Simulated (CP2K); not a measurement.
Here is a CP2K 2026.2 calculation.

The input zns_bands.inp:

```
&GLOBAL
  PROJECT zns_bands
  RUN_TYPE ENERGY_FORCE
  PRINT_LEVEL LOW
&END GLOBAL
&FORCE_EVAL
  METHOD QS
  STRESS_TENSOR ANALYTICAL
  &DFT
    BASIS_SET_FILE_NAME BASIS_ccGRB_UZH
    POTENTIAL_FILE_NAME POTENTIAL_UZH
    &MGRID
      CUTOFF 450
      REL_CUTOFF 60
      NGRIDS 5
    &END MGRID
    &QS
      METHOD GPW
      EPS_DEFAULT 1.0E-9
    &END QS
    &KPOINTS
      SCHEME MONKHORST-PACK 8 8 5
      GAMMA_CENTERED T
      SYMMETRY T
      SYMMETRY_BACKEND SPGLIB
    &END KPOINTS
    &SCF
      SCF_GUESS ATOMIC
      EPS_SCF 1.0E-6
      MAX_SCF 100
      ADDED_MOS 14
      CHOLESKY OFF
      EPS_EIGVAL 1.0E-7
      &DIAGONALIZATION ON
        ALGORITHM STANDARD
      &END DIAGONALIZATION
      &MIXING ON
        METHOD BROYDEN_MIXING
        ALPHA 0.4
        BETA 1.5
        NBUFFER 8
      &END MIXING
      &SMEAR ON
        METHOD FERMI_DIRAC
        ELECTRONIC_TEMPERATURE 580.23
      &END SMEAR
    &END SCF
    &XC
      &XC_FUNCTIONAL PBE
      &END XC_FUNCTIONAL
    &END XC
    &PRINT
      &KPOINTS ON
      &END KPOINTS
      &MULLIKEN ON
      &END MULLIKEN
      &MO ON
        ENERGIES T
        OCCUPATION_NUMBERS T
        &EACH
          QS_SCF 0
        &END EACH
        ADD_LAST NUMERIC
      &END MO
      &LOWDIN ON
      &END LOWDIN
      &HIRSHFELD ON
        SHAPE_FUNCTION DENSITY
      &END HIRSHFELD
      &BAND_STRUCTURE
        FILE_NAME bands.bs
        ADDED_MOS 6
        &KPOINT_SET
          UNITS B_VECTOR
          NPOINTS 8
          SPECIAL_POINT GAMMA 0.00000000 0.00000000 0.00000000
          SPECIAL_POINT M 0.50000000 0.00000000 0.00000000
          SPECIAL_POINT K 0.33333333 0.33333333 0.00000000
          SPECIAL_POINT GAMMA 0.00000000 0.00000000 0.00000000
          SPECIAL_POINT A 0.00000000 0.00000000 0.50000000
          SPECIAL_POINT L 0.50000000 0.00000000 0.50000000
          SPECIAL_POINT H 0.33333333 0.33333333 0.50000000
          SPECIAL_POINT A 0.00000000 0.00000000 0.50000000
        &END KPOINT_SET
        &KPOINT_SET
          UNITS B_VECTOR
          NPOINTS 8
          SPECIAL_POINT L 0.50000000 0.00000000 0.50000000
          SPECIAL_POINT M 0.50000000 0.00000000 0.00000000
        &END KPOINT_SET
        &KPOINT_SET
          UNITS B_VECTOR
          NPOINTS 8
          SPECIAL_POINT K 0.33333333 0.33333333 0.00000000
          SPECIAL_POINT H 0.33333333 0.33333333 0.50000000
        &END KPOINT_SET
      &END BAND_STRUCTURE
    &END PRINT
  &END DFT
  &SUBSYS
    &CELL
      ABC 3.8110000000 3.8110000000 6.2340000000
      ALPHA_BETA_GAMMA 90.0000000000 90.0000000000 120.0000000002
      PERIODIC XYZ
    &END CELL
    &COORD
      Zn  1.9055000002 1.1001409378 3.1170000000
      Zn  -0.0000000002 2.2002818760 0.0000000000
      S   1.9055000002 1.1001409378 5.5170900000
      S   -0.0000000002 2.2002818760 2.4000900000
    &END COORD
    &KIND Zn
      BASIS_SET ccGRB-D-q12
      POTENTIAL GTH-PBE-q12
    &END KIND
    &KIND S
      BASIS_SET ccGRB-D-q6
      POTENTIAL GTH-PBE-q6
    &END KIND
    &PRINT
      &ATOMIC_COORDINATES ON
      &END ATOMIC_COORDINATES
      &CELL ON
      &END CELL
    &END PRINT
  &END SUBSYS
  &PRINT
    &FORCES ON
    &END FORCES
    &STRESS_TENSOR ON
    &END STRESS_TENSOR
  &END PRINT
&END FORCE_EVAL
```

Potentials or basis: POTENTIAL_UZH Zn GTH-PBE-q12, S GTH-PBE-q6; ccGRB-D basis.

Run with:

```console
$ OMP_NUM_THREADS=1 cp2k.psmp -i zns_bands.inp -o zns_bands.out
```

Problem. Estimate the band gap along the path.

Solution. 2.37 eV, direct.

Problem. Estimate the band gap on the k mesh.

Solution. 2.37 eV, direct.

Problem. What does it give for the Hirshfeld charges?

Solution. Zn +0.26; S -0.26 e.

Problem. Predict the Mulliken charges.

Solution. Zn -0.38; S +0.38 e.

Levels at the corners of the path, in eV from the valence-band top:
```
point  band 15  band 16  band 17  band 18  band 19  band 20  band 21  band 22
    Γ    -0.89    -0.02    -0.02     0.00     2.37     3.26     6.44     6.44
    M    -3.21    -2.32    -1.58    -1.03     3.82     4.65     5.42     7.44
    K    -3.90    -2.25    -2.25    -2.24     4.58     6.18     6.18     8.32
    Γ    -0.89    -0.02    -0.02     0.00     2.37     3.26     6.44     6.44
    A    -0.48    -0.48    -0.48    -0.48     3.80     3.80     6.96     6.96
    L    -1.72    -1.72    -1.57    -1.57     3.77     3.77     5.39     5.39
    H    -3.13    -3.13    -1.30    -1.30     4.72     4.72     6.74     6.74
    A    -0.48    -0.48    -0.48    -0.48     3.80     3.80     6.96     6.96
    L    -1.72    -1.72    -1.57    -1.57     3.77     3.77     5.39     5.39
    M    -3.21    -2.32    -1.58    -1.03     3.82     4.65     5.42     7.44
    K    -3.90    -2.25    -2.25    -2.24     4.58     6.18     6.18     8.32
    H    -3.13    -3.13    -1.30    -1.30     4.72     4.72     6.74     6.74
```

Caveat: the basis of atomic orbitals isn't converged, which shifts pressures, moduli and gaps.

**The experiment to reproduce.**

A printed reference work, monograph reports, for a bulk crystal of ZnS at 4 K: band gap 3.911 eV (direct).

Against the measured gap of ZnS, 3.911 eV (direct; 4 K; a printed reference work, monograph), the calculated 2.37 eV is off by -1.54 eV. The value is that of PBE in an atomic basis (POTENTIAL_UZH Zn GTH-PBE-q12, S GTH-PBE-q6; ccGRB-D basis), whose error adds to the functional's,, without temperature or zero-point motion. Semilocal functionals fall short of measured gaps as a rule.
